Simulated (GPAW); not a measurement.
# CuO (P6_3/mmc) in GPAW: reference runs

Reference runs on CuO: the cell as given.

Program: GPAW 26.7.0. These are calculated values, not measurements. Logs are shortened: lines on timing, memory, paths and dates and some standing lists are left out, and cuts for length are marked. The log counts tension as positive stress, the text compression.

### 1 The crystal as given

The structure is hexagonal, space group P6_3/mmc (No. 194). Conventional cell: a = 3.180 Å, b = 3.180 Å, c = 4.431 Å, α = 90.00°, β = 90.00°, γ = 120.00°. Cu (site symmetry -3m) is surrounded by 6 O at 2.14 Å and 2 Cu at 2.22 Å. O (site symmetry -6m2) is surrounded by 6 Cu at 2.14 Å.

Measurements of this composition are mostly on another form, of space group No. 15.

### 2 Single point, PBE

Contents of run.py:

```python
from ase import Atoms
from ase.dft.bandgap import bandgap
from ase.io import write
from ase.units import Bohr, GPa
from gpaw import GPAW, PW
from gpaw.elf import elf_from_dft_calculation

atoms = Atoms(['Cu', 'Cu', 'O', 'O'],
              cell=[[3.1795331014, 0.0, 0.0],
                    [-1.5897665507, 2.753556438, 0.0],
                    [0.0, 0.0, 4.43149073]],
              scaled_positions=[[0.0, 0.0, 0.0],
                                [0.0, 0.0, 0.5],
                                [0.3333333333, 0.6666666667, 0.25],
                                [0.6666666667, 0.3333333333, 0.75]],
              pbc=True)

calc = GPAW(mode=PW(800),
            xc='PBE',
            kpts={'size': (10, 10, 6), 'gamma': True},
            occupations={'name': 'fermi-dirac', 'width': 0.05},
            nbands=33,
            convergence={'density': 1e-05, 'energy': 1e-05},
            maxiter=150,
            txt='gpaw.txt')
atoms.calc = calc
energy = atoms.get_potential_energy()
forces = atoms.get_forces()
stress = atoms.get_stress()
calc.write('gs.gpw')
write('result.traj', atoms)
print(f'Energy: {energy:.6f} eV')
print('Forces (eV/A):')
print(forces.round(4))
print('Stress (GPa):', (stress / GPa).round(3))
print('Fermi level:', round(calc.get_fermi_level(), 4), 'eV')
print(f'Gap: {bandgap(calc)[0]:.4f} eV, direct: {bandgap(calc, direct=True)[0]:.4f} eV')

# fields on the real-space grid
write('density.cube', atoms, data=calc.get_pseudo_density() * Bohr**3)
write('potential.cube', atoms, data=calc.get_electrostatic_potential())
write('elf.cube', atoms, data=elf_from_dft_calculation(calc).data)
```

Potentials or basis: GPAW PAW data sets (gpaw-data 1.2.1), pw.

Started as:

```
$ OMP_NUM_THREADS=1 python run.py
```

gpaw.txt:

```text
__  _  _
 | _ |_)|_||  |
 |__||  | ||/\| - 26.7.0

Input parameters:
  mode=PW(ecut=800.0),
  convergence={'density': 1e-05, 'energy': 1e-05},
  kpts=MonkhorstPack(size=(10, 10, 6), gamma=True),
  maxiter=150,
  nbands=33,
  occupations=Occupations(name='fermi-dirac', width=0.05),
  xc=XC(name='PBE')

Diagonalizing LCAO Hamiltonian
Converting LCAO to pw mode

            O

       Cu
         O

       Cu

Atoms  # Å, Bohr magnetons
|   | symbol |         x |        y |        z |    initial magnetic moments |
|---|--------|-----------|----------|----------|-----------------------------|
| 0 |     Cu |  0.000000 | 0.000000 | 0.000000 | ( 0.0000,  0.0000,  0.0000) |
| 1 |     Cu |  0.000000 | 0.000000 | 2.215745 | ( 0.0000,  0.0000,  0.0000) |
| 2 |      O | -0.000000 | 1.835704 | 1.107873 | ( 0.0000,  0.0000,  0.0000) |
| 3 |      O |  1.589767 | 0.917852 | 3.323618 | ( 0.0000,  0.0000,  0.0000) |

Unit cell  # Å
| periodic |         x |        y |        z |  lengths |     angles |
|----------|-----------|----------|----------|----------|------------|
|      yes |  3.179533 | 0.000000 | 0.000000 | 3.179533 |  90.000000 |
|      yes | -1.589767 | 2.753556 | 0.000000 | 3.179533 |  90.000000 |
|      yes |  0.000000 | 0.000000 | 4.431491 | 4.431491 | 120.000000 |

Number of symmetries: 12
Symmetry operations  # r_c * U_cc + t_c -> r_c
|    | kind |            matrix            |
|----|------|------------------------------|
|  0 |  σ   |  1, 1, 0,  0,-1, 0,  0, 0, 1 |
|  1 |  S6  |  1, 1, 0, -1, 0, 0,  0, 0,-1 |
|  2 |  E   |  1, 0, 0,  0, 1, 0,  0, 0, 1 |
|  3 |  C2  |  1, 0, 0, -1,-1, 0,  0, 0,-1 |
|  4 |  C2  |  0, 1, 0,  1, 0, 0,  0, 0,-1 |
|  5 |  C3  |  0, 1, 0, -1,-1, 0,  0, 0, 1 |
|  6 |  S6  |  0,-1, 0,  1, 1, 0,  0, 0,-1 |
|  7 |  σ   |  0,-1, 0, -1, 0, 0,  0, 0, 1 |
|  8 |  σ   | -1, 0, 0,  1, 1, 0,  0, 0, 1 |
|  9 |  i   | -1, 0, 0,  0,-1, 0,  0, 0,-1 |
| 10 |  C3  | -1,-1, 0,  1, 0, 0,  0, 0, 1 |
| 11 |  C2  | -1,-1, 0,  0, 1, 0,  0, 0,-1 |

BZ-sampling:
  Number of BZ points: 600
  Number of IBZ points: 72

  Monkhorst-Pack size: [10, 10, 6]
  Monkhorst-Pack shift: [0.05, 0.05, 0.08333333333333333]

K-points  # in reciprocal-cell coordinates
|     |                                coordinates |     weight |
|-----|--------------------------------------------|------------|
|   0 | (  0.00000000,   0.00000000,   0.00000000) | 0.00166667 |
|   1 | (  0.00000000,   0.00000000,   0.16666667) | 0.00333333 |
|   2 | (  0.00000000,   0.00000000,   0.33333333) | 0.00333333 |
|   3 | (  0.00000000,   0.00000000,   0.50000000) | 0.00166667 |
|   4 | (  0.10000000,   0.00000000,  -0.33333333) | 0.01000000 |
|   5 | (  0.10000000,   0.00000000,  -0.16666667) | 0.01000000 |
|   6 | (  0.10000000,   0.00000000,   0.00000000) | 0.01000000 |
|   7 | (  0.10000000,   0.00000000,   0.16666667) | 0.01000000 |
|   8 | (  0.10000000,   0.00000000,   0.33333333) | 0.01000000 |
|   9 | (  0.10000000,   0.00000000,   0.50000000) | 0.01000000 |
| ... |                                            |            |
|  71 | (  0.50000000,   0.50000000,   0.50000000) | 0.00500000 |

Plane wave coefficients: 2019
Cutoff: 800.0 eV

Spin-components: 1 (collinear spins)
Bands:           33
Projectors:      22
Spin-degeneracy: 2
Datatype:        complex128

Parallelization:
  kpt:    1
  domain: 1
  band:   1

Density:
  Valence electrons: 34.0
  Components: 1
  Grid points: [21 21 30]
  Charge: 0.0  # |e|

Potential:
  Grid points: [21 21 30]

species:
  Cu:
    name:    Copper
    Z:       29.0
    valence: 11
    core:    18
    charge:  0.0  # [|e|]
    compensation charges:
      type: gauss
      rc: 0.33  # [Å]
      lmax: 2
    cutoffs:
      filter: 2.06  # [Å]
      core: 2.43  # [Å]
    projectors
    | kind |    occ | energy [eV] | rcut [Å] |
    |------|--------|-------------|----------|
    |   4s |  1.000 |      -4.609 |    1.164 |
    |   4p |  0.000 |      -0.698 |    1.164 |
    |   3d | 10.000 |      -5.039 |    1.058 |
    |    s |        |      22.603 |    1.164 |
    |    p |        |      26.513 |    1.164 |
    |    d |        |      22.172 |    1.058 |

    Using partial waves for Cu as LCAO basis

  O:
    name:    Oxygen
    Z:       8.0
    valence: 6
    core:    2
    charge:  0.0  # [|e|]
    compensation charges:
      type: gauss
      rc: 0.21  # [Å]
      lmax: 2
    cutoffs:
      filter: 1.17  # [Å]
      core: 0.83  # [Å]
    projectors
    | kind |    occ | energy [eV] | rcut [Å] |
    |------|--------|-------------|----------|
    |   2s |  2.000 |     -23.961 |    0.688 |
    |   2p |  4.000 |      -9.029 |    0.598 |
    |    s |        |       3.251 |    0.688 |
    |    p |        |      18.182 |    0.598 |
    |    d |        |       0.000 |    0.619 |

    Using partial waves for O as LCAO basis

Reference energy: -94124.608285  # eV

eigensolver:
  PPCG
  Converge bands: occupied
  niter=2

density mixing:
  MSR1-Mixer
  Pratt-step length: 0.05
  Maximum mixing coefficient: 0.75
  Old densities: 10
  SVD Regularization: 0.005
  Good broyden scale: 1.0
  Trust region scale: 1.0
  Backstep threshold: 4.0
  History deletion threshold: 6.0
  Fourier metric: weight=20.0, sigma=0.015

occupation numbers:
  Fermi-Dirac:
    width: 0.0500  # eV

poisson solver:
  ecut: 6400.0  # eV

xc functional:
  name: PBE with 2 nearest neighbor stencil

convergence criteria:
[... 6 lines left out ...]
|iter     | |      energy | eigst |  dens |
|---------|-|-------------|-------|-------|
|iter:   1| |  -23.988377 | +0.10 |       |
|iter:   2| |  -21.586696 | -1.84 | -0.89 |
|iter:   3| |  -18.537747 | -1.23 | -0.98 |
|iter:   4| |  -18.444065 | -2.91 | -1.56 |
|iter:   5| |  -18.428812 | -3.03 | -1.75 |
|iter:   6| |  -18.430266 | -3.46 | -2.11 |
|iter:   7| |  -18.411417 | -3.96 | -2.11 |
|iter:   8| |  -18.411405 | -5.91 | -2.88 |
|iter:   9| |  -18.411408c| -5.92 | -3.14 |
|iter:  10| |  -18.411408c| -7.89c| -4.20 |
|iter:  11| |  -18.411407c| -8.33c| -4.59 |
|iter:  12| |  -18.411407c| -9.05c| -5.42c|

Converged in 12 steps
Energy contributions relative to reference atoms: (reference = -94124.608285)

Energy contributions:
  Kinetic:           6.723006
  Coulomb:         -10.553502
  Zero:              0.598107
  External:          0.000000
  Xc:              -15.165182
  Entropy:          -0.027671
  Spinorbit:         0.000000
  ----------------------------
  Free energy:     -18.425242
  Extrapolated:    -18.411407

dipole moment: (-6.851425, -11.867017, -9.549210)  # |e|*Ang

Fermi level: 6.582
Eigenvalues  # (at kpt = [0.000, 0.000, 0.000])
| band index |      eig [eV] | occ [0-2] |
|------------|---------------|-----------|
|          0 |       -12.640 |     2.000 |
|        ... |               |           |
|          8 |         4.070 |     2.000 |
|          9 |         4.070 |     2.000 |
|         10 |         4.366 |     2.000 |
|         11 |         4.366 |     2.000 |
|         12 |         4.986 |     2.000 |
|         13 |         5.126 |     2.000 |
[... 8 lines left out ...]
|         22 |        18.821 |     0.000 |
|         23 |        24.268 |     0.000 |
|        ... |               |           |
|         32 |        31.536 |     0.000 |

No gap
No difference between direct/indirect transitions

Forces  # eV/Ang
|        x |       y |        z |
|----------|---------|----------|
| -0.00000 | 0.00000 |  0.00000 |  # Cu   0
| -0.00000 | 0.00000 |  0.00000 |  # Cu   1
|  0.00000 | 0.00000 |  0.00000 |  # O    2
| -0.00000 | 0.00000 | -0.00000 |  # O    3

Stress tensor  # eV/Ang^3
|         x |         y |         z |
|-----------|-----------|-----------|
|  0.051797 | -0.000000 |  0.000000 |
| -0.000000 |  0.051797 |  0.000000 |
|  0.000000 |  0.000000 | -0.244908 |

# Writing to gs.gpw (mode='')
```

Wall time 2 min (1 thread of Arm Neoverse V1, shared host); peak memory 0.27 GiB.

Results:

| Item | Value |
| --- | --- |
| Free energy | -18.4252 eV |
| Pressure | 7.5 GPa |
| Band gap on the k mesh | none (metal or under the smearing width) |

Stress tensor (GPa, compression positive):
```
-8.30  0.00  0.00
 0.00 -8.30  0.00
 0.00  0.00 39.24
```

Caveat: with this Cu data set, volumes or pressures lay over 1.5 % or 2 GPa off other programs in two to four cells of ten; the run has no spin polarisation, though such a crystal can be magnetic; semilocal functionals often make such compounds metallic where correlation or magnetic order opens a gap, which also shifts bond lengths. With open d or f shells a metallic result of PBE can be an artefact of self-interaction; +U or a hybrid may open a gap.
